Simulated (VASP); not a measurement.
# TiN (Fm-3m) in VASP: a series of runs

One crystal, TiN, is run at these levels: PBE; tasks: band structure, optical spectrum.

All numbers are computed with VASP 6.6.1; they aren't measurements. Logs are shortened: lines on timing, memory, paths and dates and some standing lists are left out, and cuts for length are marked.

## (1) The crystal as given

It takes space group Fm-3m (No. 225, cubic). Conventional cell: a = 4.238 Å, b = 4.238 Å, c = 4.238 Å, α = 90.00°, β = 90.00°, γ = 90.00°. Ti (site symmetry m-3m) has 6 N at 2.12 Å as nearest neighbours. N (site symmetry m-3m) has 6 Ti at 2.12 Å as nearest neighbours.

## (2) Band structure, PBE

Contents of INCAR:

```
SYSTEM = TiN
PREC = Accurate ; ENCUT = 520
EDIFF = 1E-7 ; ISMEAR = 0
SIGMA = 0.02 ; LREAL = .FALSE.
LASPH = .TRUE. ; NELM = 100
ALGO = Normal ; ISIF = 2
LWAVE = .FALSE. ; LCHARG = .FALSE.
LMAXMIX = 4 ; GGA = PE
NBANDS = 16
```

Contents of KPOINTS:

```
regular mesh
0
G
  12 12 12
  0 0 0
```

Contents of POSCAR:

```
TiN
1.0
    0.0000000000      2.1190000000      2.1190000000
    2.1190000000      0.0000000000      2.1190000000
    2.1190000000      2.1190000000      0.0000000000
Ti N
1 1
Direct
    0.0000000000      0.0000000000      0.0000000000
    0.5000000000      0.5000000000      0.5000000000
```

Contents of KPOINTS_OPT:

```
path GXWKGLUWLK,UX
20
line-mode
reciprocal
 0.0000000000  0.0000000000  0.0000000000  G
 0.5000000000  0.0000000000  0.5000000000  X

 0.5000000000  0.0000000000  0.5000000000  X
 0.5000000000  0.2500000000  0.7500000000  W

 0.5000000000  0.2500000000  0.7500000000  W
 0.3750000000  0.3750000000  0.7500000000  K

 0.3750000000  0.3750000000  0.7500000000  K
 0.0000000000  0.0000000000  0.0000000000  G

 0.0000000000  0.0000000000  0.0000000000  G
 0.5000000000  0.5000000000  0.5000000000  L

 0.5000000000  0.5000000000  0.5000000000  L
 0.6250000000  0.2500000000  0.6250000000  U

 0.6250000000  0.2500000000  0.6250000000  U
 0.5000000000  0.2500000000  0.7500000000  W

 0.5000000000  0.2500000000  0.7500000000  W
 0.5000000000  0.5000000000  0.5000000000  L

 0.5000000000  0.5000000000  0.5000000000  L
 0.3750000000  0.3750000000  0.7500000000  K

 0.6250000000  0.2500000000  0.6250000000  U
 0.5000000000  0.0000000000  0.5000000000  X
```

Potentials or basis: VASP PAW PBE potentials, release 64 (Ti_sv, N).

The run is started by

```console
cat potpaw_PBE.64/Ti_sv/POTCAR potpaw_PBE.64/N/POTCAR > POTCAR
mpirun -np 1 vasp_std > vasp.out
```

OUTCAR:

```text
SYSTEM = TiN
   PREC = Accurate
   ENCUT = 520
   EDIFF = 1E-7
   ISMEAR = 0
   LREAL = .FALSE.
   LASPH = .TRUE.
   NELM = 100
   ISIF = 2
   GGA = PE

 ion  position               nearest neighbor table
   1  0.000  0.000  0.000-   2 2.12   2 2.12   2 2.12   2 2.12   2 2.12   2 2.12
   2  0.500  0.500  0.500-   1 2.12   1 2.12   1 2.12   1 2.12   1 2.12   1 2.12

  LATTYP: Found a face centered cubic cell.
 ALAT       =     4.2380000000

  Lattice vectors:

 A1 = (   0.0000000000,   2.1190000000,   2.1190000000)
 A2 = (   2.1190000000,   0.0000000000,   2.1190000000)
 A3 = (   2.1190000000,   2.1190000000,   0.0000000000)

Analysis of symmetry for initial positions (statically):
=====================================================================
 Subroutine PRICEL returns:
 Original cell was already a primitive cell.

 Routine SETGRP: Setting up the symmetry group for a
 face centered cubic supercell.

 Subroutine GETGRP returns: Found 48 space group operations
 (whereof 48 operations were pure point group operations)
 out of a pool of 48 trial point group operations.

The static configuration has the point symmetry O_h .

Analysis of symmetry for dynamics (positions and initial velocities):
=====================================================================
 Subroutine PRICEL returns:
 Original cell was already a primitive cell.

 Routine SETGRP: Setting up the symmetry group for a
 face centered cubic supercell.

 Subroutine GETGRP returns: Found 48 space group operations
 (whereof 48 operations were pure point group operations)
 out of a pool of 48 trial point group operations.

The dynamic configuration has the point symmetry O_h .

 Subroutine INISYM returns: Found 48 space group operations
 (whereof 48 operations are pure point group operations),
 and found     1 'primitive' translations

----------------------------------------------------------------------------------------

                                     Primitive cell

  volume of cell :      19.0293

  direct lattice vectors                    reciprocal lattice vectors
     0.000000000  2.119000000  2.119000000    -0.235960359  0.235960359  0.235960359
     2.119000000  0.000000000  2.119000000     0.235960359 -0.235960359  0.235960359
     2.119000000  2.119000000  0.000000000     0.235960359  0.235960359 -0.235960359

  length of vectors
     2.996718539  2.996718539  2.996718539     0.408695330  0.408695330  0.408695330

  position of ions in fractional coordinates (direct lattice)
     0.000000000  0.000000000  0.000000000
     0.500000000  0.500000000  0.500000000

  ion indices of the primitive-cell ions
   primitive index   ion index
                 1           1
                 2           2

----------------------------------------------------------------------------------------

 KPOINTS: regular mesh

Automatic generation of k-mesh.
 Grid dimensions read from file:
 generate k-points for:   12   12   12

 Generating k-lattice:

  Cartesian coordinates                     Fractional coordinates (reciprocal lattice)
    -0.019663363  0.019663363  0.019663363     0.083333333  0.000000000  0.000000000
     0.019663363 -0.019663363  0.019663363     0.000000000  0.083333333  0.000000000
     0.019663363  0.019663363 -0.019663363     0.000000000  0.000000000  0.083333333

  Length of vectors
     0.034057944  0.034057944  0.034057944

  Shift w.r.t. Gamma in fractional coordinates (k-lattice)
     0.000000000  0.000000000  0.000000000

 Subroutine IBZKPT returns following result:
 ===========================================

 Found     72 irreducible k-points:

 Following reciprocal coordinates:
            Coordinates               Weight
  0.000000  0.000000  0.000000      1.000000
  0.083333  0.000000  0.000000      8.000000
  0.166667  0.000000  0.000000      8.000000
  0.250000  0.000000  0.000000      8.000000
  0.333333  0.000000  0.000000      8.000000
  0.416667  0.000000  0.000000      8.000000
[... 16 lines left out ...]
  0.500000  0.166667  0.000000     24.000000
 -0.416667  0.166667  0.000000     24.000000
 [... further k-points ...]
   k-points           NKPTS =     72   k-points in BZ     NKDIM =     72   number of bands    NBANDS=     16
   number of dos      NEDOS =    301   number of ions     NIONS =      2
   total plane-waves  NPLWV =  13824
   dimension x,y,z NGX =    24 NGY =   24 NGZ =   24
   dimension x,y,z NGXF=    48 NGYF=   48 NGZF=   48
   ions per type =               1   1
   NGX,Y,Z   is equivalent  to a cutoff of  13.31, 13.31, 13.31 a.u.
   NGXF,Y,Z  is equivalent  to a cutoff of  26.63, 26.63, 26.63 a.u.
 SYSTEM =  TiN
   PREC   = accura    normal or accurate (medium, high low for compatibility)
   ISTART =      0    job   : 0-new  1-cont  2-samecut
   ICHARG =      2    charge: 1-file 2-atom 10-const
   ISPIN  =      1    spin polarized calculation?
   LNONCOLLINEAR =      F non collinear calculations
   LSORBIT =      F    spin-orbit coupling
   LASPH  =      T    aspherical Exc in radial PAW
   ENCUT  =  520.0 eV  38.22 Ry    6.18 a.u.   5.57  5.57  5.57*2*pi/ulx,y,z
   NELM   =    100;   NELMIN=  2; NELMDL= -5     # of ELM steps
   EDIFF  = 0.1E-06   stopping-criterion for ELM
   LREAL  =      F    real-space projection
   EDIFFG = 0.1E-05   stopping-criterion for IOM
   NSW    =      0    number of steps for IOM
   IBRION =     -1    ionic relax: 0-MD 1-quasi-New 2-CG
   NFREE  =      0    steps in history (QN), initial steepest desc. (CG)
   ISIF   =      2    stress and relaxation
   ISYM   =      2    0-nonsym 1-usesym 2-fastsym
   POTIM  = 0.5000    time-step for ionic-motion
   TEBEG  =    0.0;   TEEND  =   0.0 temperature during run
   PSTRESS=    0.0 pullay stress
   NELECT =      17.0000    total number of electrons
   NUPDOWN=      -1.0000    fix difference up-down
   EMIN   =  10.00;   EMAX   =-10.00  energy-range for DOS
   EFERMI =   0.00;   METHOD = LEGACY
   ISMEAR =     0;   SIGMA  =   0.02  broadening in eV -4-tet -1-fermi 0-gaus
   EFERMI_NEDOS =   21; number of points for ismear=-14 and -15
   IALGO  =     38    algorithm
   IMIX   =      4    mixing-type and parameters
     AMIX     =   0.40;   BMIX     =  1.00
     AMIX_MAG =   1.60;   BMIX_MAG =  1.00
  volume/ion in A,a.u.               =       9.51        64.21
  Fermi-wavevector in a.u.,A,eV,Ry     =   1.576704  2.979539 33.824024  2.485996
  Thomas-Fermi vector in A             =   2.677497
   LORBIT       =      0    0 simple, 1 ext, 2 COOP (PROOUT), +10 PAW based schemes
   GGA     = PE    functional components
   LHFCALC =     F    Hartree Fock is set to
   AEXX    =    0.0000 exact exchange contribution
   IVDW    =     0    specifies the selected vdW correction
   LEPSILON=     F    determine dielectric tensor
   LRPA    =     F    only Hartree local field effects (RPA)
 non-spin polarized calculation
 Gauss-broadening in eV      SIGMA  =   0.02
  energy-cutoff  :      520.00
  volume of cell :       19.03
 maximum number of plane-waves:       532
 NGX is ok and might be reduce to    24
   NGX = 11   NGY = 11   NGZ = 11

 number of electron      17.0000002 magnetization

 Free energy of the ion-electron system (eV)
  ---------------------------------------------------
  ext. energy  EPLUGINS =         0.00000000
  ---------------------------------------------------
  free energy    TOTEN  =       -19.63652480 eV

  energy without entropy =      -19.63611625  energy(sigma->0) =      -19.63632052

 E-fermi :  11.4295     XC(G=0): -13.0351

 val. band max:       11.4245134615   @ k =   0.5000   0.2500   0.0833
 cond. band min:      11.4347231151   @ k =   0.1667   0.0000   0.0000
 fundamental gap:      0.0102096536
 Fermi energy:        11.4295310222

 k-point     1 :       0.0000    0.0000    0.0000
  band No.  band energies     occupation
      1     -46.3889      2.00000
      2     -22.3661      2.00000
      3     -22.3661      2.00000
      4     -22.3661      2.00000
      5      -5.6338      2.00000
      6       9.4376      2.00000
[... 8 lines left out ...]
     15      24.6649      0.00000
     16      31.2611      0.00000

 k-point     2 :       0.0833    0.0000    0.0000
  band No.  band energies     occupation
      1     -46.3824      2.00000
      2     -22.4117      2.00000
      3     -22.3699      2.00000
      4     -22.3699      2.00000
      5      -5.4985      2.00000
      6       8.7089      2.00000
[... 8 lines left out ...]
     15      24.7574      0.00000
     16      31.0709      0.00000

 k-point     3 :       0.1667    0.0000    0.0000
  band No.  band energies     occupation
      1     -46.3646      2.00000
      2     -22.5347      2.00000
      3     -22.3803      2.00000
      4     -22.3803      2.00000
      5      -5.1159      2.00000
      6       7.3580      2.00000
[... 8 lines left out ...]
     15      24.7348      0.00000
     16      30.3524      0.00000

 k-point     4 :       0.2500    0.0000    0.0000
  band No.  band energies     occupation
      1     -46.3402      2.00000
      2     -22.6988      2.00000
      3     -22.3943      2.00000
      4     -22.3943      2.00000
      5      -4.5528      2.00000
      6       5.9296      2.00000
[... 8 lines left out ...]
     15      24.4058      0.00000
     16      29.0530      0.00000

 k-point     5 :       0.3333    0.0000    0.0000
  band No.  band energies     occupation
      1     -46.3156      2.00000
      2     -22.8587      2.00000
      3     -22.4084      2.00000
      4     -22.4084      2.00000
      5      -3.9203      2.00000
      6       4.6562      2.00000
[... 8 lines left out ...]
     15      24.4436      0.00000
     16      27.6009      0.00000

 k-point     6 :       0.4167    0.0000    0.0000
  band No.  band energies     occupation
      1     -46.2976      2.00000
      2     -22.9733      2.00000
      3     -22.4186      2.00000
      4     -22.4186      2.00000
      5      -3.3853      2.00000
      6       3.7361      2.00000
[... 8 lines left out ...]
     15      24.9666      0.00000
     16      26.4801      0.00000
[... 267 lines left out ...]
 k-point    21 :       0.3333    0.1667    0.0000
  band No.  band energies     occupation
      1     -46.3160      2.00000
      2     -22.7541      2.00000
      3     -22.4577      2.00000
      4     -22.4549      2.00000
      5      -4.2323      2.00000
      6       5.1256      2.00000
[... 8 lines left out ...]
     15      24.6083      0.00000
     16      27.3126      0.00000

 k-point    22 :       0.4167    0.1667    0.0000
  band No.  band energies     occupation
      1     -46.2958      2.00000
      2     -22.8688      2.00000
      3     -22.4838      2.00000
      4     -22.4649      2.00000
      5      -3.7830      2.00000
      6       4.5509      2.00000
[... 8 lines left out ...]
     15      24.4731      0.00000
     16      26.2018      0.00000

 k-point    23 :       0.5000    0.1667    0.0000
  band No.  band energies     occupation
      1     -46.2832      2.00000
      2     -22.9374      2.00000
      3     -22.5136      2.00000
      4     -22.4603      2.00000
      5      -3.4541      2.00000
      6       4.1132      2.00000
[... 8 lines left out ...]
     15      24.6772      0.00000
     16      25.5110      0.00000

 k-point    24 :      -0.4167    0.1667    0.0000
  band No.  band energies     occupation
      1     -46.2816      2.00000
      2     -22.9446      2.00000
      3     -22.5350      2.00000
      4     -22.4450      2.00000
      5      -3.3666      2.00000
      6       3.9817      2.00000
[... 8 lines left out ...]
     15      24.4791      0.00000
     16      25.5182      0.00000

 [... further k-points ...]

------------------------ aborting loop because EDIFF is reached ----------------------------------------

  FORCE on cell =-STRESS in cart. coord.  units (eV):
  Direction    XX          YY          ZZ          XY          YZ          ZX
  --------------------------------------------------------------------------------------
  -------------------------------------------------------------------------------------
  Total        0.2620628      0.2620628      0.2620628      0.0000000      0.0000000      0.0000000
  in kB       22.0644461     22.0644461     22.0644461      0.0000000      0.0000000      0.0000000
  external PRESSURE =      22.0644461 kB  Pullay stress =       0.0000000 kB

 VOLUME and BASIS-vectors are now :
 -----------------------------------------------------------------------------
  energy-cutoff  :      520.00
  volume of cell :       19.03
      direct lattice vectors                 reciprocal lattice vectors
     0.000000000  2.119000000  2.119000000    -0.235960359  0.235960359  0.235960359
     2.119000000  0.000000000  2.119000000     0.235960359 -0.235960359  0.235960359
     2.119000000  2.119000000  0.000000000     0.235960359  0.235960359 -0.235960359

 POSITION                                       TOTAL-FORCE (eV/Angst)
 -----------------------------------------------------------------------------------
      0.00000      0.00000      0.00000         0.000000      0.000000      0.000000
      2.11900      2.11900      2.11900         0.000000      0.000000      0.000000
 -----------------------------------------------------------------------------------
    total drift:                                0.000000     -0.000000     -0.000000

  FREE ENERGIE OF THE ION-ELECTRON SYSTEM (eV)
  ---------------------------------------------------
  free  energy   TOTEN  =       -19.6365248011 eV

  energy  without entropy=      -19.6361162479  energy(sigma->0) =      -19.63632052
```

Run time: 38 s. Hardware: 1 thread of Intel Xeon Platinum 8488C (Sapphire Rapids), shared host; peak memory 0.16 GiB.

Results:

```yaml
Free_energy: -19.6365 eV
Pressure: 2.2 GPa
Band_gap_along_the_path: none (metal or under the smearing width)
```

Levels at the corners of the path, in eV from the Fermi level:
```tsv
point	band 6	band 7	band 8	band 9	band 10	band 11
Γ	-1.99	-1.99	-1.99	-0.57	-0.57	-0.57
X	-5.78	-3.18	-3.18	-3.02	1.69	2.44
X	-5.78	-3.18	-3.18	-3.02	1.69	2.44
W	-5.43	-5.43	-5.32	0.98	0.98	2.44
W	-5.43	-5.43	-5.32	0.98	0.98	2.44
K	-5.77	-5.67	-4.42	-0.42	2.03	2.37
K	-5.77	-5.67	-4.42	-0.42	2.03	2.37
Γ	-1.99	-1.99	-1.99	-0.57	-0.57	-0.57
Γ	-1.99	-1.99	-1.99	-0.57	-0.57	-0.57
L	-8.04	-5.44	-5.44	1.74	1.74	2.41
L	-8.04	-5.44	-5.44	1.74	1.74	2.41
U	-5.77	-5.67	-4.42	-0.42	2.03	2.37
U	-5.77	-5.67	-4.42	-0.42	2.03	2.37
W	-5.43	-5.43	-5.32	0.98	0.98	2.44
W	-5.43	-5.43	-5.32	0.98	0.98	2.44
L	-8.04	-5.44	-5.44	1.74	1.74	2.41
L	-8.04	-5.44	-5.44	1.74	1.74	2.41
K	-5.77	-5.67	-4.42	-0.42	2.03	2.37
U	-5.77	-5.67	-4.42	-0.42	2.03	2.37
X	-5.78	-3.18	-3.18	-3.02	1.69	2.44
```

(Part 1 of 2 ends here.)
